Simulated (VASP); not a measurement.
# CoPdO2 (R-3m) in VASP: single point with PBE

Aim: the single point of CoPdO2 with PBE.

All numbers are computed with VASP 6.6.1; they aren't measurements. Logs are shortened: lines on timing, memory, paths and dates and some standing lists are left out, and cuts for length are marked.

### Step 1. Starting point

It takes space group R-3m (No. 166, trigonal). Conventional cell: a = 2.831 Å, b = 2.831 Å, c = 17.746 Å, α = 90.00°, β = 90.00°, γ = 120.00°. Co (site symmetry -3m) is surrounded by 6 O at 1.90 Å. Pd (site symmetry -3m) is surrounded by 2 O at 2.00 Å. O (site symmetry 3m) has 3 Co at 1.90 Å and 1 Pd at 2.00 Å as nearest neighbours.

The cell is a database's computed one.

### Step 2. Single point, PBE, collinear spin, ferromagnetic start

Input file INCAR:

```
PREC = Accurate
ENCUT = 520
EDIFF = 1E-7
ISMEAR = -1
SIGMA = 0.1
LREAL = F
LASPH = T
NELM = 150
ALGO = Normal
ISIF = 2
LWAVE = F
LCHARG = F
ISPIN = 2
MAGMOM = 2 0 0 0
LORBIT = 11
LMAXMIX = 4
GGA = PE
NBANDS = 28
```

Input file KPOINTS:

```
Automatic mesh
0
Gamma
  16 16 16
```

Input file POSCAR:

```
CoPdO2
1.0
    1.4153000000      0.8171238360      5.9153333333
   -1.4153000000      0.8171238360      5.9153333333
    0.0000000000     -1.6342476720      5.9153333333
Co Pd O
1 1 2
Direct
    0.5000000000      0.5000000000      0.5000000000
    0.0000000000      0.0000000000      0.0000000000
    0.8875240000      0.8875240000      0.8875240000
    0.1124760000      0.1124760000      0.1124760000
```

Potentials or basis: VASP PAW PBE potentials, release 64 (Co, Pd, O).

Started as:

```bash
$ cat potpaw_PBE.64/Co/POTCAR potpaw_PBE.64/Pd/POTCAR potpaw_PBE.64/O/POTCAR > POTCAR
$ mpirun -np 1 vasp_std > vasp.out
```

OUTCAR:

```text
PREC = Accurate
   ENCUT = 520
   EDIFF = 1E-7
   ISMEAR = -1
   LREAL = F
   LASPH = T
   NELM = 150
   ISIF = 2
   ISPIN = 2
   LORBIT = 11
   GGA = PE

 ion  position               nearest neighbor table
   1  0.500  0.500  0.500-   4 1.90   4 1.90   3 1.90   3 1.90   4 1.90   3 1.90
   2  0.000  0.000  0.000-   3 2.00   4 2.00
   3  0.888  0.888  0.888-   1 1.90   1 1.90   1 1.90   2 2.00
   4  0.112  0.112  0.112-   1 1.90   1 1.90   1 1.90   2 2.00

  LATTYP: Found a trigonal (rhomboedric) cell.
 ALAT       =     6.1369319613
 COS(alpha) =     0.8936287183

  Lattice vectors:

 A1 = (   1.4153000000,   0.8171238360,   5.9153333333)
 A2 = (  -1.4153000000,   0.8171238360,   5.9153333333)
 A3 = (   0.0000000000,  -1.6342476720,   5.9153333333)

Analysis of symmetry for initial positions (statically):
=====================================================================
 Subroutine PRICEL returns:
 Original cell was already a primitive cell.

 Routine SETGRP: Setting up the symmetry group for a
 trigonal (rhombohedral) supercell.

 Subroutine GETGRP returns: Found 12 space group operations
 (whereof 12 operations were pure point group operations)
 out of a pool of 12 trial point group operations.

The static configuration has the point symmetry D_3d.

Analysis of symmetry for dynamics (positions and initial velocities):
=====================================================================
 Subroutine PRICEL returns:
 Original cell was already a primitive cell.

 Routine SETGRP: Setting up the symmetry group for a
 trigonal (rhombohedral) supercell.

 Subroutine GETGRP returns: Found 12 space group operations
 (whereof 12 operations were pure point group operations)
 out of a pool of 12 trial point group operations.

The dynamic configuration has the point symmetry D_3d.

Analysis of structural, dynamic, and magnetic symmetry:
=====================================================================
 Subroutine PRICEL returns:
 Original cell was already a primitive cell.

 Routine SETGRP: Setting up the symmetry group for a
 trigonal (rhombohedral) supercell.

 Subroutine GETGRP returns: Found 12 space group operations
 (whereof 12 operations were pure point group operations)
 out of a pool of 12 trial point group operations.

The overall configuration has the point symmetry D_3d.

 Subroutine INISYM returns: Found 12 space group operations
 (whereof 12 operations are pure point group operations),
 and found     1 'primitive' translations

----------------------------------------------------------------------------------------

                                     Primitive cell

  volume of cell :      41.0456

  direct lattice vectors                    reciprocal lattice vectors
     1.415300000  0.817123836  5.915333333     0.353281990  0.203967452  0.056350727
    -1.415300000  0.817123836  5.915333333    -0.353281990  0.203967452  0.056350727
     0.000000000 -1.634247672  5.915333333     0.000000000 -0.407934904  0.056350727

  length of vectors
     6.136931961  6.136931961  6.136931961     0.411808560  0.411808560  0.411808560

  position of ions in fractional coordinates (direct lattice)
     0.500000000  0.500000000  0.500000000
     0.000000000  0.000000000  0.000000000
     0.887524000  0.887524000  0.887524000
     0.112476000  0.112476000  0.112476000

  ion indices of the primitive-cell ions
   primitive index   ion index
                 1           1
                 2           2
                 3           3
                 4           4

----------------------------------------------------------------------------------------

 KPOINTS: Automatic mesh

Automatic generation of k-mesh.
 Grid dimensions read from file:
 generate k-points for:   16   16   16

 Generating k-lattice:

  Cartesian coordinates                     Fractional coordinates (reciprocal lattice)
     0.022080124  0.012747966  0.003521920     0.062500000  0.000000000  0.000000000
    -0.022080124  0.012747966  0.003521920     0.000000000  0.062500000  0.000000000
     0.000000000 -0.025495931  0.003521920     0.000000000  0.000000000  0.062500000

  Length of vectors
     0.025738035  0.025738035  0.025738035

  Shift w.r.t. Gamma in fractional coordinates (k-lattice)
     0.000000000  0.000000000  0.000000000

 Subroutine IBZKPT returns following result:
 ===========================================

 Found    417 irreducible k-points:

 Following reciprocal coordinates:
            Coordinates               Weight
  0.000000  0.000000  0.000000      1.000000
  0.062500 -0.000000  0.000000      6.000000
  0.125000 -0.000000  0.000000      6.000000
  0.187500  0.000000  0.000000      6.000000
  0.250000 -0.000000  0.000000      6.000000
  0.312500 -0.000000  0.000000      6.000000
[... 16 lines left out ...]
 -0.125000  0.062500 -0.000000     12.000000
 -0.062500  0.062500  0.000000      6.000000
 [... further k-points ...]
   k-points           NKPTS =    417   k-points in BZ     NKDIM =    417   number of bands    NBANDS=     28
   number of dos      NEDOS =    301   number of ions     NIONS =      4
   total plane-waves  NPLWV = 110592
   dimension x,y,z NGX =    48 NGY =   48 NGZ =   48
   dimension x,y,z NGXF=    96 NGYF=   96 NGZF=   96
   ions per type =               1   1   2
   NGX,Y,Z   is equivalent  to a cutoff of  13.00, 13.00, 13.00 a.u.
   NGXF,Y,Z  is equivalent  to a cutoff of  26.01, 26.01, 26.01 a.u.
 SYSTEM =  unknown system
   PREC   = accura    normal or accurate (medium, high low for compatibility)
   ISTART =      0    job   : 0-new  1-cont  2-samecut
   ICHARG =      2    charge: 1-file 2-atom 10-const
   ISPIN  =      2    spin polarized calculation?
   LNONCOLLINEAR =      F non collinear calculations
   LSORBIT =      F    spin-orbit coupling
   LASPH  =      T    aspherical Exc in radial PAW
   ENCUT  =  520.0 eV  38.22 Ry    6.18 a.u.  11.41 11.41 11.41*2*pi/ulx,y,z
   NELM   =    150;   NELMIN=  2; NELMDL= -5     # of ELM steps
   EDIFF  = 0.1E-06   stopping-criterion for ELM
   LREAL  =      F    real-space projection
   EDIFFG = 0.1E-05   stopping-criterion for IOM
   NSW    =      0    number of steps for IOM
   IBRION =     -1    ionic relax: 0-MD 1-quasi-New 2-CG
   NFREE  =      0    steps in history (QN), initial steepest desc. (CG)
   ISIF   =      2    stress and relaxation
   ISYM   =      2    0-nonsym 1-usesym 2-fastsym
   POTIM  = 0.5000    time-step for ionic-motion
   TEBEG  =    0.0;   TEEND  =   0.0 temperature during run
   PSTRESS=    0.0 pullay stress
   NELECT =      31.0000    total number of electrons
   NUPDOWN=      -1.0000    fix difference up-down
   EMIN   =  10.00;   EMAX   =-10.00  energy-range for DOS
   EFERMI =   0.00;   METHOD = LEGACY
   ISMEAR =    -1;   SIGMA  =   0.10  broadening in eV -4-tet -1-fermi 0-gaus
   EFERMI_NEDOS =   21; number of points for ismear=-14 and -15
   IALGO  =     38    algorithm
   IMIX   =      4    mixing-type and parameters
     AMIX     =   0.40;   BMIX     =  1.00
     AMIX_MAG =   1.60;   BMIX_MAG =  1.00
  volume/ion in A,a.u.               =      10.26        69.25
  Fermi-wavevector in a.u.,A,eV,Ry     =   1.490870  2.817336 30.241579  2.222693
  Thomas-Fermi vector in A             =   2.603597
   LORBIT       =     11    0 simple, 1 ext, 2 COOP (PROOUT), +10 PAW based schemes
   GGA     = PE    functional components
   LHFCALC =     F    Hartree Fock is set to
   AEXX    =    0.0000 exact exchange contribution
   IVDW    =     0    specifies the selected vdW correction
   LEPSILON=     F    determine dielectric tensor
   LRPA    =     F    only Hartree local field effects (RPA)
 spin polarized calculation
  energy-cutoff  :      520.00
  volume of cell :       41.05
 maximum number of plane-waves:      1122
 NGX is ok and might be reduce to    48
   NGX = 23   NGY = 23   NGZ = 23

 number of electron      31.0000003 magnetization       0.0024607

 number of electron      31.0000003 magnetization      -0.0000031

 Free energy of the ion-electron system (eV)
  ---------------------------------------------------
  ext. energy  EPLUGINS =         0.00000000
  ---------------------------------------------------
  free energy    TOTEN  =       -25.59659452 eV

  energy without entropy =      -25.56914728  energy(sigma->0) =      -25.58287090

 E-fermi :   7.9084     XC(G=0): -12.4901

 val. band max:        7.7305949628   @ k =  -0.1875   0.1875   0.0000
 cond. band min:       7.9974277346   @ k =   0.4375   0.3750   0.0000
 fundamental gap:      0.2668327718
 Fermi energy:         7.9083992239

 spin component 1

 k-point     1 :       0.0000    0.0000    0.0000
  band No.  band energies     occupation
      1     -13.1279      1.00000
      2     -11.2181      1.00000
      3      -0.7061      1.00000
      4       1.7812      1.00000
      5       1.7812      1.00000
      6       2.7968      1.00000
[... 19 lines left out ...]
     26      27.2472      0.00000
     27      29.6665      0.00000
[... 667 lines left out ...]
      5       1.8450      1.00000
      6       3.0150      1.00000
[... 19 lines left out ...]
     26      26.6729      0.00000
     27      28.9118      0.00000

 [... further k-points ...]

 spin component 2

 k-point     1 :       0.0000    0.0000    0.0000
  band No.  band energies     occupation
      1     -13.1279      1.00000
      2     -11.2181      1.00000
      3      -0.7060      1.00000
      4       1.7813      1.00000
      5       1.7813      1.00000
      6       2.7968      1.00000
[... 19 lines left out ...]
     26      27.2472      0.00000
     27      29.6666      0.00000
[... 667 lines left out ...]
      5       1.8451      1.00000
      6       3.0149      1.00000
[... 19 lines left out ...]
     26      26.6729      0.00000
     27      28.9118      0.00000

 [... further k-points ...]

 [bands above 27 left out]

------------------------ aborting loop because EDIFF is reached ----------------------------------------

  FORCE on cell =-STRESS in cart. coord.  units (eV):
  Direction    XX          YY          ZZ          XY          YZ          ZX
  --------------------------------------------------------------------------------------
  -------------------------------------------------------------------------------------
  Total        1.4512444      1.4512444      1.5306680      0.0000000     -0.0000000     -0.0000000
  in kB       56.6479613     56.6479613     59.7481851      0.0000000     -0.0000000     -0.0000000
  external PRESSURE =      57.6813693 kB  Pullay stress =       0.0000000 kB

 VOLUME and BASIS-vectors are now :
 -----------------------------------------------------------------------------
  energy-cutoff  :      520.00
  volume of cell :       41.05
      direct lattice vectors                 reciprocal lattice vectors
     1.415300000  0.817123836  5.915333333     0.353281990  0.203967452  0.056350727
    -1.415300000  0.817123836  5.915333333    -0.353281990  0.203967452  0.056350727
     0.000000000 -1.634247672  5.915333333     0.000000000 -0.407934904  0.056350727

 POSITION                                       TOTAL-FORCE (eV/Angst)
 -----------------------------------------------------------------------------------
      0.00000      0.00000      8.87300        -0.000000      0.000000     -0.000000
      0.00000      0.00000      0.00000         0.000000     -0.000000     -0.000000
      0.00000      0.00000     15.75000         0.000000      0.000000      0.040983
      0.00000      0.00000      1.99600         0.000000     -0.000000     -0.040983
 -----------------------------------------------------------------------------------
    total drift:                                0.000000      0.000000     -0.000000

  FREE ENERGIE OF THE ION-ELECTRON SYSTEM (eV)
  ---------------------------------------------------
  free  energy   TOTEN  =       -25.5965945240 eV

  energy  without entropy=      -25.5691472799  energy(sigma->0) =      -25.58287090

 total charge

# of ion       s       p       d       tot
------------------------------------------
    1        0.436   0.675   7.341   8.451
    2        0.480   0.473   8.458   9.410
    3        1.560   3.447   0.000   5.007
    4        1.560   3.447   0.000   5.007
--------------------------------------------------
tot          4.036   8.041  15.799  27.876

 magnetization (x)

# of ion       s       p       d       tot
------------------------------------------
    1        0.000   0.000   0.000   0.000
    2       -0.000  -0.000  -0.000  -0.000
    3       -0.000  -0.000   0.000  -0.000
    4       -0.000  -0.000   0.000  -0.000
--------------------------------------------------
tot          0.000  -0.000   0.000  -0.000
```

Wall time 31 min (1 thread of Intel Xeon 6975P-C (Granite Rapids), shared host); peak memory 0.96 GiB.

Results:

```
Free energy                                           : -25.5966 eV
Pressure                                              : 5.8 GPa
Largest force                                         : 0.041 eV/Å
Band gap on the k mesh                                : none (metal or under the smearing width)
Net moment                                            : 0.00 μB per cell
Valence electrons inside the program's atomic spheres : Co 8.45; Pd 9.41; O 5.01
```

Forces in eV/Å, atoms in the order of the input:
```
Co   0.000  0.000  0.000
Pd   0.000  0.000  0.000
O    0.000  0.000  0.041
O    0.000  0.000 -0.041
```

Caveat: the starting moments collapsed, and a magnetic state may lie lower; semilocal functionals often make such compounds metallic where correlation or magnetic order opens a gap, which also shifts bond lengths.
